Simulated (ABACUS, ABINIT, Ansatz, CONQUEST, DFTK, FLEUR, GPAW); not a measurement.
## Cost and result for the band gap of GaN

The structure is cubic, space group F-43m (No. 216). The conventional cell has a = 4.507 Å, b = 4.507 Å, c = 4.507 Å, α = 90.00°, β = 90.00°, γ = 90.00°. Around Ga (site symmetry -43m) lie 4 N at 1.95 Å. N (site symmetry -43m) is surrounded by 4 Ga at 1.95 Å.

```csv
rung,level,program and potentials,cutoff (eV),k mesh,task,core time,chip,band gap (eV),miss (eV),notes
GGA,PBE,"ABACUS, PseudoDojo NC SR 0.4.1 PBE standard, plane waves",1143,10 × 10 × 10,single point,18 s,Intel Xeon 6975P-C Granite Rapids,(a),?,9 valence electrons an atom on average
GGA,BLYP,"Ansatz, all-electron LAPW, scalar-relativistic",-,10 × 10 × 10,band structure,34 s,Intel Xeon Skylake/Cascade Lake,1.83,-1.47,-
GGA,PBEsol,"Ansatz, all-electron LAPW, scalar-relativistic",-,10 × 10 × 10,band structure,37 s,Intel Xeon Skylake/Cascade Lake,1.68,-1.62,-
GGA,BLYP,"FLEUR, all-electron, FLAPW",-,10 × 10 × 10,band structure,69 s,Arm Neoverse V1,1.83,-1.47,-
model potential,TB-mBJ,"GPAW, GPAW PAW data sets for LDA (gpaw-data 1.2.1)",800,10 × 10 × 10,single point,96 s,Arm Neoverse V1,3.23,-0.07,potentials made for LDA; 4 valence electrons an atom on average
LDA,LDA,"DFTK, cp2k.nc.sr.lda.v0_1.largecore.gth (LDA, GTH, large core)",1633,10 × 10 × 10,band structure,2 min,Intel Xeon Platinum 8488C Sapphire Rapids,2.23,-1.07,"4 valence electrons an atom on average; far from this level's other runs, cause not traced"
GGA,revPBE,"ABINIT, PseudoDojo NC SR PBE v0.4.1 standard",1143,10 × 10 × 10,band structure,2.8 min,Intel Xeon Platinum 8259CL Skylake/Cascade Lake,1.84,-1.46,potentials made for PBE; 9 valence electrons an atom on average
GGA,PBE,"CONQUEST, PseudoDojo NC PBE, DZP, grid cutoff 150 Ha",-,8 × 8 × 6,single point,4.4 min,Intel Xeon Platinum 8259CL Skylake/Cascade Lake,1.84,-1.46,atomic basis; cell of 4 atoms; 9 valence electrons an atom on average
```

Times are single runs on shared hosts and different chips, so they are rough; meshes, cutoffs and the tasks' sizes weigh on the time. All rows: no spin polarisation. Gaps are the least found on the k mesh or the band path, and a mesh can miss the band edges. Meshes differ between rows, which moves values too. All levels ran on this one cell, unrelaxed unless noted. Meshes are those of the run's cell of 2 atoms unless a note names another. Misses use the values as printed. Runs on faulty files, with rough fits or with known faults for this quantity aren't shown. No row holds spin-orbit coupling.

Measured: 3.3 eV (a printed reference work). The runs are for a static lattice.

Task: Estimate the value left out from the other rows.

Result: (a) 1.76 eV, miss -1.54.
